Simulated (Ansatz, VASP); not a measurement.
Two plane-wave programs on BN

```xyz
4
Lattice="2.5018 0.0000 0.0000 -1.2509 2.1666 0.0000 0.0000 0.0000 4.1406" Properties=species:S:1:pos:R:3 pbc="T T T"
N     0.0000    1.4444    0.5187
N     1.2509    0.7222    2.5890
B     0.0000    1.4444    2.0691
B     1.2509    0.7222    4.1394
```

Measurements of this composition are mostly on another form, of space group No. 194.

Alike in both runs: task single point; functional r2SCAN; k mesh 12 × 12 × 6; occupations fermi-dirac, width 0.05 eV; no spin polarisation.

|  | VASP | Ansatz |
| --- | --- | --- |
| version | VASP 6.6.1 | Ansatz 0.2.0 |
| potentials or method | VASP PAW PBE potentials, release 64 (N, B) | Ansatz PAW |
| plane-wave cutoff (eV) | 520 | 500 |
| valence electrons in the cell | 16 | 16 |

Ansatz gave:

* gap on the k mesh at the Fermi level (eV): 5.67
* least direct gap on the mesh (eV): 9.26
* pressure (GPa): 21.2
* largest component of the traceless stress (GPa): 0.28
* rms of the force components (eV/Å): 0.015

**Question.** Estimate VASP's values.

**Answer.** gap on the k mesh at the Fermi level (eV): 5.63; least direct gap on the mesh (eV): 9.23; pressure (GPa): 22.5; largest component of the traceless stress (GPa): 0.27; rms of the force components (eV/Å): 0.017.

Atom by atom the forces differ by 0.002 eV/Å (rms over components). The functional is the same, so the differences come from potentials, cutoffs and numerics.

Caveats: so large a pressure means that the cell lies far from this level's equilibrium, or that cutoff or potentials fall short (VASP); the potentials were made for another functional, which shifts forces and pressure (VASP); the PAW data sets come from PBE, with cores solved anew for the run's functional, which leaves a small shift of forces and pressure (Ansatz). A k mesh can miss the band edges. r2SCAN opens gaps a little over a GGA but as a rule still falls short of measured ones.
